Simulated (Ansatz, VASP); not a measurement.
# One calculation of AlN, two programs

```
CELL_PARAMETERS angstrom
3.31212 0.00000 0.00000
-1.65606 2.86838 0.00000
0.00000 0.00000 4.18756
ATOMIC_POSITIONS crystal
Al 0.33333 0.66667 0.75000
Al 0.66667 0.33333 0.25000
N 0.33333 0.66667 0.25000
N 0.66667 0.33333 0.75000
```

Measurements of this composition are mostly on another form, of space group No. 186.

Alike in both runs: task single point; functional PBE; k mesh 6 × 6 × 4; occupations gaussian, width 0.1 eV; no spin polarisation.

|  | VASP | Ansatz |
| --- | --- | --- |
| version | VASP 6.6.1 | Ansatz 0.2.0 |
| potentials or method | VASP PAW PBE potentials, release 64 (Al, N) | scalar-relativistic, plane waves, PAW |
| plane-wave cutoff (eV) | 520 | 420 |
| valence electrons in the cell | 16 | 16 |

```csv
,VASP,Ansatz,Ansatz less VASP
gap on the k mesh at the Fermi level (eV),3.27,3.26,-0.010
least direct gap on the mesh (eV),3.27,3.26,-0.010
pressure (GPa),0.0,0.2,+0.16
largest component of the traceless stress (GPa),0.01,0.11,+0.098
```

With one functional, cell and mesh, what is left measures potentials, basis and numerics.
